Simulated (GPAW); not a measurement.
Crystal: Ag.

```
CELL_PARAMETERS angstrom
-1.65565 1.65565 1.65565
1.65565 -1.65565 1.65565
1.65565 1.65565 -1.65565
ATOMIC_POSITIONS crystal
Ag 0.00000 0.00000 0.00000
```

This isn't the form of Ag at room conditions, which is fcc.

* Program: GPAW 26.7.0
* Task: relaxation of cell and atoms
* Functional: PBEsol
* Dispersion: D3(BJ)+ATM
* Potentials or basis: PAW data sets generated in the run's folder for this functional
* Cutoff: 600 eV
* Basis: pw
* k mesh: 11 × 11 × 11
* Occupations: fermi-dirac, width 0.05 eV
* Spin: no spin polarisation

At the start: pressure -11.0 GPa; volume 18.15 Å³/atom.

How do energy, volume and symmetry change on relaxing?

Over 4 steps the energy falls by 74.3 meV/atom and the volume is 16.24 Å³/atom (-10.5 %); space group Im-3m (No. 229, to 0.05 Å).

Step by step:
| step | energy change (eV) | largest force (eV/Å) | pressure (GPa) | volume (Å³) |
| --- | --- | --- | --- | --- |
| 1 | 0.0000 | 0.0000 | -10.95 | 18.15 |
| 2 | -0.0525 | 0.0000 | -6.69 | 17.21 |
| 3 | -0.0730 | 0.0000 | 1.86 | 16.00 |
| 4 | -0.0743 | 0.0000 | -0.19 | 16.24 |

Final structure:
```
Ag
1.0
    -1.59535    1.59535    1.59535
     1.59535   -1.59535    1.59535
     1.59535    1.59535   -1.59535
Ag
1
Direct
  0.00000 0.00000 0.00000
```

Caveat: later steps reuse the first step's grids; pairwise dispersion overbinds metals, which lowers pressure and volume.
